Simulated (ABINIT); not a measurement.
# C (Fd-3m) in ABINIT: settings compared

The runs below take C through single point, with PBE, PBEsol.

All numbers are computed with ABINIT 10.8.3 (patched build); they aren't measurements. Logs are shortened: lines on timing, memory, paths and dates and some standing lists are left out, and cuts for length are marked. The log counts tension as positive stress, the text compression.

## Step 1: Starting point

Symmetry: Fd-3m, No. 227, cubic system. Conventional cell: a = 3.567 Å, b = 3.567 Å, c = 3.567 Å, α = 90.00°, β = 90.00°, γ = 90.00°. Around C (site symmetry -43m) lie 4 C at 1.54 Å.

This isn't the form of C at room conditions, which is graphite.

## Step 2: Single point, PBE

The input, run.abi:

```
pp_dirpath "./"
pseudos "C.GGA_PBE-JTH.xml"

acell 3*1.0 Angstrom
rprim
     0.0000000000     1.7833700000     1.7833700000
     1.7833700000     0.0000000000     1.7833700000
     1.7833700000     1.7833700000     0.0000000000
ntypat 1
znucl 6
natom 2
typat 1 1
xcart
     5.0551213183     5.0551213183     5.0551213183
     3.3700808789     3.3700808789     3.3700808789

ecut 20.0
pawecutdg 40.0

kptopt 1
ngkpt 5 5 5
nshiftk 1
shiftk 0.0 0.0 0.0

ixc 11

nband 8
occopt 3
tsmear 0.05 eV

nstep 100
tolvrs 1.0e-9

iomode 3
prtwf 0
prteig 0
prtebands 0
enunit 2
prtden 1
prtvha 1
prtvclmb 1
prtpot 1
```

Potentials or basis: JTH PAW PBE v2.0.

On the command line:

```sh
abinit run.abi > log 2>&1
```

run.abo:

```text
.Version 10.8.3 of ABINIT
 Symmetries : space group Fd -3 m (#227); Bravais cF (face-center cubic)
================================================================================
 Values of the parameters that define the memory need of the present run
     intxc =       0    ionmov =       0      iscf =      17    lmnmax =       8
     lnmax =       4     mgfft =      20  mpssoang =       2    mqgrid =    3001
     natom =       2  nloc_mem =       2    nspden =       1   nspinor =       1
    nsppol =       1      nsym =      48    n1xccc =       1    ntypat =       1
    occopt =       3   xclevel =       2
       mpw =         332          nfft =        8000          nkpt =          10
 PAW method is used; the additional fine FFT grid is defined by:
   mgfftf=        30    nfftf =     27000
================================================================================
================================================================================

--------------------------------------------------------------------------------
------------- Echo of variables that govern the present computation ------------
--------------------------------------------------------------------------------
 -outvars: echo values of preprocessed input variables --------
            acell      1.8897261259E+00  1.8897261259E+00  1.8897261259E+00 Bohr
              amu      1.20110000E+01
             ecut      2.00000000E+01 Hartree
           enunit           2
              ixc          11
         kptrlatt        5    0    0      0    5    0      0    0    5
          kptrlen      2.38300704E+01
            natom           2
            nband           8
            ngfft          20      20      20
          ngfftdg          30      30      30
             nkpt          10
            nstep         100
             nsym          48
           ntypat           1
           occopt           3
        pawecutdg      4.00000000E+01 Hartree
         pawxcdev           0
        prtebands           0
           prteig           0
           prtpot           1
         prtvclmb           1
           prtvha           1
            prtwf           0
            rprim      0.0000000000E+00  1.7833700000E+00  1.7833700000E+00
                       1.7833700000E+00  0.0000000000E+00  1.7833700000E+00
                       1.7833700000E+00  1.7833700000E+00  0.0000000000E+00
          spgroup         227
           tolvrs      1.00000000E-09
           tsmear      1.83746611E-03 Hartree
            typat      1  1
           useylm           1
           xangst      2.6750549985E+00  2.6750549985E+00  2.6750549985E+00
                       1.7833699985E+00  1.7833699985E+00  1.7833699985E+00
            xcart      5.0551213189E+00  5.0551213189E+00  5.0551213189E+00
                       3.3700808783E+00  3.3700808783E+00  3.3700808783E+00
             xred      7.4999999958E-01  7.4999999958E-01  7.4999999958E-01
                       4.9999999958E-01  4.9999999958E-01  4.9999999958E-01
            znucl        6.00000

================================================================================

 chkinp: Checking input parameters for consistency.

================================================================================
== DATASET  1 ==================================================================

--- !DatasetInfo
iteration_state: {dtset: 1, }
dimensions: {natom: 2, nkpt: 10, mband: 8, nsppol: 1, nspinor: 1, nspden: 1, mpw: 332, }
cutoff_energies: {ecut:  20.0, pawecutdg:  40.0, }
electrons: {nelect:   8.00000000E+00, charge:   0.00000000E+00, occopt:   3.00000000E+00, tsmear:   1.83746611E-03, }
meta: {optdriver: 0, ionmov: 0, optcell: 0, iscf: 17, paral_kgb: 0, }
...

 Exchange-correlation functional for the present dataset will be:
  GGA: Perdew-Burke-Ernzerhof functional - ixc=11
  J.P.Perdew, K.Burke, M.Ernzerhof, PRL 77, 3865 (1996)

 Real(R)+Recip(G) space primitive vectors, cartesian coordinates (Bohr,Bohr^-1):
 R(1)=  0.0000000  3.3700809  3.3700809  G(1)= -0.1483644  0.1483644  0.1483644
 R(2)=  3.3700809  0.0000000  3.3700809  G(2)=  0.1483644 -0.1483644  0.1483644
 R(3)=  3.3700809  3.3700809  0.0000000  G(3)=  0.1483644  0.1483644 -0.1483644
 Unit cell volume ucvol=  7.6551017E+01 bohr^3
 Angles (23,13,12)=  6.00000000E+01  6.00000000E+01  6.00000000E+01 degrees

 Coarse grid specifications (used for wave-functions):

 getcut: wavevector=  0.0000  0.0000  0.0000  ngfft=  20  20  20
         ecut(hartree)=     20.000   => boxcut(ratio)=   2.08446

 Fine grid specifications (used for densities):

 getcut: wavevector=  0.0000  0.0000  0.0000  ngfft=  30  30  30
         ecut(hartree)=     40.000   => boxcut(ratio)=   2.21336

 getcut : COMMENT -
  Note that boxcut > 2.2 ; recall that boxcut=Gcut(box)/Gcut(sphere) = 2
  is sufficient for exact treatment of convolution.
  Such a large boxcut is a waste : you could raise ecut
  e.g. ecut=   48.989798 Hartrees makes boxcut=2

--- Pseudopotential description ------------------------------------------------
- pspini: atom type   1  psp file is ./C.GGA_PBE-JTH.xml
 Pseudopotential format is: paw10
 basis_size (lnmax)=  4 (lmn_size=  8), orbitals=   0   0   1   1
 Spheres core radius: rc_sph= 1.50736703
 Shapefunction is SIN type: shapef(r)=[sin(pi*r/rshp)/(pi*r/rshp)]**2
 Radius for shape functions =  1.30052589
 Compensation charge density is not taken into account in XC energy/potential

   6.99883411E+01                                ecore*ucvol(ha*bohr**3)
--------------------------------------------------------------------------------

[... 7 lines left out ...]

     iter   Etot(hartree)      deltaE(h)  residm     nres2
 ETOT  1  -11.485196773409    -1.149E+01 1.707E-01 1.167E+01
 ETOT  2  -11.485150871071     4.590E-05 4.060E-05 1.175E+00
 ETOT  3  -11.483498214880     1.653E-03 2.413E-05 2.164E-02
 ETOT  4  -11.483590367317    -9.215E-05 9.961E-07 3.239E-04
 ETOT  5  -11.483590306205     6.111E-08 5.247E-08 5.072E-05
 ETOT  6  -11.483590508903    -2.027E-07 2.821E-09 2.142E-07
 ETOT  7  -11.483590509040    -1.369E-10 1.440E-10 1.907E-08
 ETOT  8  -11.483590508992     4.750E-11 2.688E-12 2.011E-10

 At SCF step    8       nres2   =  2.01E-10 < tolvrs=  1.00E-09 =>converged.

 Cartesian components of stress tensor (hartree/bohr^3)
  sigma(1 1)= -5.12346100E-05  sigma(3 2)=  0.00000000E+00
  sigma(2 2)= -5.12346100E-05  sigma(3 1)=  0.00000000E+00
  sigma(3 3)= -5.12346100E-05  sigma(2 1)=  0.00000000E+00

--- !ResultsGS
iteration_state: {dtset: 1, }
comment   : Summary of ground state results
lattice_vectors:
- [  0.0000000,   3.3700809,   3.3700809, ]
- [  3.3700809,   0.0000000,   3.3700809, ]
- [  3.3700809,   3.3700809,   0.0000000, ]
lattice_lengths: [   4.76601,    4.76601,    4.76601, ]
lattice_angles: [ 60.000,  60.000,  60.000, ] # degrees, (23, 13, 12)
lattice_volume:   7.6551017E+01
convergence: {deltae:  4.750E-11, res2:  2.011E-10, residm:  2.688E-12, diffor: null, }
etotal    :  -1.14835905E+01
entropy   :   0.00000000E+00
fermie    :   4.61800229E-01
cartesian_stress_tensor: # hartree/bohr^3
- [ -5.12346100E-05,   0.00000000E+00,   0.00000000E+00, ]
- [  0.00000000E+00,  -5.12346100E-05,   0.00000000E+00, ]
- [  0.00000000E+00,   0.00000000E+00,  -5.12346100E-05, ]
pressure_GPa:   1.5074E+00
xred      :
- [  7.5000E-01,   7.5000E-01,   7.5000E-01,  C]
- [  5.0000E-01,   5.0000E-01,   5.0000E-01,  C]
cartesian_forces: # hartree/bohr
- [  3.19594137E-27,   6.39188273E-28,  -1.91756482E-27, ]
- [ -3.19594137E-27,  -6.39188273E-28,   1.91756482E-27, ]
force_length_stats: {min:   3.78148882E-27, max:   3.78148882E-27, mean:   3.78148882E-27, }
...

 Integrated electronic density in atomic spheres:
 ------------------------------------------------
 Atom  Sphere_radius  Integrated_density
    1        1.50737          2.65634824
    2        1.50737          2.67706407

================================================================================

 ----iterations are completed or convergence reached----

 Mean square residual over all n,k,spin=   27.013E-14; max=  26.881E-13
 reduced coordinates (array xred) for    2 atoms
       0.749999999577      0.749999999577      0.749999999577
       0.499999999577      0.499999999577      0.499999999577
 rms dE/dt=  1.6499E-26; max dE/dt=  3.0158E-26; dE/dt below (all hartree)
    1      -0.000000000000      0.000000000000      0.000000000000
    2      -0.000000000000      0.000000000000      0.000000000000

 cartesian coordinates (angstrom) at end:
    1      2.67505499849174     2.67505499849174     2.67505499849174
    2      1.78336999849174     1.78336999849174     1.78336999849174

 cartesian forces (hartree/bohr) at end:
    1      0.00000000000000     0.00000000000000    -0.00000000000000
    2     -0.00000000000000    -0.00000000000000     0.00000000000000
 frms,max,avg= 2.1832436E-27 3.1959414E-27   0.000E+00  0.000E+00  0.000E+00 h/b

 cartesian forces (eV/Angstrom) at end:
    1      0.00000000000000     0.00000000000000    -0.00000000000000
    2     -0.00000000000000    -0.00000000000000     0.00000000000000
 frms,max,avg= 1.1226690E-25 1.6434191E-25   0.000E+00  0.000E+00  0.000E+00 e/A
 length scales=  1.889726125908  1.889726125908  1.889726125908 bohr
              =  1.000000000000  1.000000000000  1.000000000000 angstroms
 Fermi (or HOMO) energy (hartree) =   0.46180   Average Vxc (hartree)=  -0.49010
 Eigenvalues (hartree) for nkpt=  10  k points:
 kpt#   1, nband=  8, wtk=  0.00800, kpt=  0.0000  0.0000  0.0000 (reduced coord)
  -0.41279    0.37655    0.37655    0.37655    0.58195    0.58195    0.58195    0.86570
      occupation numbers for kpt#   1
   2.00000    2.00000    2.00000    2.00000    0.00000    0.00000    0.00000    0.00000
 prteigrs : prtvol=0 or 1, do not print more k-points.

 Fermi (or HOMO) energy (eV) =  12.56622   Average Vxc (eV)= -13.33628
 Eigenvalues (   eV  ) for nkpt=  10  k points:
 kpt#   1, nband=  8, wtk=  0.00800, kpt=  0.0000  0.0000  0.0000 (reduced coord)
 -11.23259   10.24636   10.24636   10.24636   15.83575   15.83575   15.83575   23.55680
 prteigrs : prtvol=0 or 1, do not print more k-points.

--- !EnergyTerms
iteration_state     : {dtset: 1, }
comment             : Components of total free energy in Hartree
kinetic             :  6.93083614967393E+00
hartree             :  9.72936602074558E-01
xc                  : -4.34316863320954E+00
Ewald energy        : -1.27873442426994E+01
psp_core            :  9.14270553441332E-01
local_psp           : -4.69070968931139E+00
PAW spherical_terms :  1.51957842669118E+00
internal            : -1.14836008333393E+01
'-kT*entropy'       :  6.26635405992691E-16
total_energy        : -1.14836008333393E+01
total_energy_eV     : -3.12484697770666E+02
...

--- !EnergyTermsDC
iteration_state     : {dtset: 1, }
comment             : '"Double-counting" decomposition of free energy'
band_energy         :  3.75079419312693E-01
Ewald energy        : -1.27873442426994E+01
psp_core            :  9.14270553441332E-01
xc_dc               : -8.05991415683605E-01
PAW spherical_terms :  8.20395176636633E-01
internal            : -1.14835905089923E+01
'-kT*entropy'       :  6.26635405992691E-16
total_energy_dc     : -1.14835905089923E+01
total_energy_dc_eV  : -3.12484416830872E+02
...

--- !EnergyTermsWithPAWCore
iteration_state     : {dtset: 1, }
comment             : 'Components of total free energy, including PAW core contributions'
Total energy        : -7.61974351439001E+01
Total energy DC     : -7.61974248195531E+01
Total energy (eV)   : -2.07343783865375E+03
Total energy DC (eV): -2.07343755771396E+03
...

 Cartesian components of stress tensor (hartree/bohr^3)
  sigma(1 1)= -5.12346100E-05  sigma(3 2)=  0.00000000E+00
  sigma(2 2)= -5.12346100E-05  sigma(3 1)=  0.00000000E+00
  sigma(3 3)= -5.12346100E-05  sigma(2 1)=  0.00000000E+00

-Cartesian components of stress tensor (GPa)         [Pressure=  1.5074E+00 GPa]
- sigma(1 1)= -1.50737427E+00  sigma(3 2)=  0.00000000E+00
- sigma(2 2)= -1.50737427E+00  sigma(3 1)=  0.00000000E+00
- sigma(3 3)= -1.50737427E+00  sigma(2 1)=  0.00000000E+00

== END DATASET(S) ==============================================================
================================================================================

 -outvars: echo values of variables after computation  --------
            acell      1.8897261259E+00  1.8897261259E+00  1.8897261259E+00 Bohr
           etotal     -1.1483590509E+01
            fcart      3.1959413653E-27  6.3918827307E-28 -1.9175648192E-27
                      -3.1959413653E-27 -6.3918827307E-28  1.9175648192E-27
            rprim      0.0000000000E+00  1.7833700000E+00  1.7833700000E+00
                       1.7833700000E+00  0.0000000000E+00  1.7833700000E+00
                       1.7833700000E+00  1.7833700000E+00  0.0000000000E+00
           strten     -5.1234609953E-05 -5.1234609953E-05 -5.1234609953E-05
                       0.0000000000E+00  0.0000000000E+00  0.0000000000E+00
           xangst      2.6750549985E+00  2.6750549985E+00  2.6750549985E+00
                       1.7833699985E+00  1.7833699985E+00  1.7833699985E+00
             xred      7.4999999958E-01  7.4999999958E-01  7.4999999958E-01
                       4.9999999958E-01  4.9999999958E-01  4.9999999958E-01
 Calculation completed.
```

Run time: 2.1 s. Hardware: 1 thread of Arm Neoverse V2, shared host; peak memory 0.08 GiB.

Results:

| Quantity | Value |
| --- | --- |
| Free energy | -312.4844 eV |
| Pressure | 1.5 GPa |
| Band gap on the k mesh | 4.16 eV, indirect (least direct gap 5.59 eV) |

Caveat: the k mesh is coarse (spacing up to 0.61 Å⁻¹), so the values aren't converged; an odd mesh through Γ misses points on the zone boundary, where band edges often lie; the atomic spheres overlap.

## Step 3: Single point, PBEsol

The input, run.abi:

```
# Pseudopotentials
pp_dirpath "./"
pseudos "C.GGA_PBE-JTH.xml"

# Structure
acell 2.5220660407 2.5220660407 2.5220660407 Angstrom
rprim
     0.0000000000     0.7071067812     0.7071067812
     0.7071067812     0.0000000000     0.7071067812
     0.7071067812     0.7071067812     0.0000000000
ntypat 1
znucl 6
natom 2
typat 1 1
xred
     0.7500000000     0.7500000000     0.7500000000
     0.5000000000     0.5000000000     0.5000000000

# Plane-wave basis
ecut 20.0
pawecutdg 40.0

# k points
kptopt 1
ngkpt 5 5 5
nshiftk 1
shiftk 0.0 0.0 0.0

# Exchange and correlation
ixc -116133

# Bands and occupations
nband 8
occopt 3
tsmear 0.05 eV

# SCF cycle
nstep 100
tolvrs 1.0e-9

# Output
iomode 3
prtwf 0
prtden 0
prteig 0
prtebands 0
```

Potentials or basis: JTH PAW PBE v2.0.

On the command line:

```sh
abinit run.abi > log 2>&1
```

run.abo:

```text
.Version 10.8.3 of ABINIT
 Symmetries : space group Fd -3 m (#227); Bravais cF (face-center cubic)
================================================================================
 Values of the parameters that define the memory need of the present run
     intxc =       0    ionmov =       0      iscf =      17    lmnmax =       8
     lnmax =       4     mgfft =      20  mpssoang =       2    mqgrid =    3001
     natom =       2  nloc_mem =       2    nspden =       1   nspinor =       1
    nsppol =       1      nsym =      48    n1xccc =       1    ntypat =       1
    occopt =       3   xclevel =       2
       mpw =         332          nfft =        8000          nkpt =          10
 PAW method is used; the additional fine FFT grid is defined by:
   mgfftf=        30    nfftf =     27000
================================================================================
================================================================================

--------------------------------------------------------------------------------
------------- Echo of variables that govern the present computation ------------
--------------------------------------------------------------------------------
 -outvars: echo values of preprocessed input variables --------
            acell      4.7660140884E+00  4.7660140884E+00  4.7660140884E+00 Bohr
              amu      1.20110000E+01
             ecut      2.00000000E+01 Hartree
              ixc     -116133
         kptrlatt        5    0    0      0    5    0      0    0    5
          kptrlen      2.38300704E+01
            natom           2
            nband           8
[... 196 lines left out ...]
PAW spherical_terms :  8.00309691149586E-01
internal            : -1.14543612627965E+01
'-kT*entropy'       :  6.26635405992691E-16
total_energy_dc     : -1.14543612627965E+01
total_energy_dc_eV  : -3.11689048522958E+02
...

--- !EnergyTermsWithPAWCore
iteration_state     : {dtset: 1, }
comment             : 'Components of total free energy, including PAW core contributions'
Total energy        : -7.58926144666085E+01
Total energy DC     : -7.58926087816362E+01
Total energy (eV)   : -2.06514324546821E+03
Total energy DC (eV): -2.06514309077223E+03
...

 Cartesian components of stress tensor (hartree/bohr^3)
  sigma(1 1)=  1.71170444E-04  sigma(3 2)=  0.00000000E+00
  sigma(2 2)=  1.71170444E-04  sigma(3 1)=  0.00000000E+00
  sigma(3 3)=  1.71170444E-04  sigma(2 1)=  0.00000000E+00

-Cartesian components of stress tensor (GPa)         [Pressure= -5.0360E+00 GPa]
- sigma(1 1)=  5.03600834E+00  sigma(3 2)=  0.00000000E+00
- sigma(2 2)=  5.03600834E+00  sigma(3 1)=  0.00000000E+00
- sigma(3 3)=  5.03600834E+00  sigma(2 1)=  0.00000000E+00

== END DATASET(S) ==============================================================
================================================================================

 -outvars: echo values of variables after computation  --------
            acell      4.7660140884E+00  4.7660140884E+00  4.7660140884E+00 Bohr
           etotal     -1.1454361263E+01
            fcart      1.7577677509E-27  1.5979706827E-28 -2.0773618875E-27
                      -1.7577677509E-27 -1.5979706827E-28  2.0773618875E-27
            rprim      0.0000000000E+00  7.0710678120E-01  7.0710678120E-01
                       7.0710678120E-01  0.0000000000E+00  7.0710678120E-01
                       7.0710678120E-01  7.0710678120E-01  0.0000000000E+00
           strten      1.7117044438E-04  1.7117044438E-04  1.7117044438E-04
                       0.0000000000E+00  0.0000000000E+00  0.0000000000E+00
           xangst      2.6750550000E+00  2.6750550000E+00  2.6750550000E+00
                       1.7833700000E+00  1.7833700000E+00  1.7833700000E+00
             xred      7.5000000000E-01  7.5000000000E-01  7.5000000000E-01
                       5.0000000000E-01  5.0000000000E-01  5.0000000000E-01
 Calculation completed.
```

Wall time 4 s (1 thread of Arm Neoverse V2, shared host); peak memory 0.1 GiB.

Results:

| Property | Result |
| --- | --- |
| Free energy | -311.6890 eV |
| Pressure | -5.0 GPa |
| Band gap on the k mesh | 4.03 eV, indirect (least direct gap 5.54 eV) |

Levels at points of the mesh, in eV from the valence-band top:
```csv
k point,band 1,band 2,band 3,band 4,band 5,band 6,band 7,band 8
"(0.00, 0.00, 0.00)",-21.52,0.00,0.00,0.00,5.54,5.54,5.54,13.34
```

Caveat: the k mesh is coarse (spacing up to 0.61 Å⁻¹), so the values aren't converged; the PAW data sets were made with another functional, which shifts forces and pressure a little; an odd mesh through Γ misses points on the zone boundary, where band edges often lie; the atomic spheres overlap.
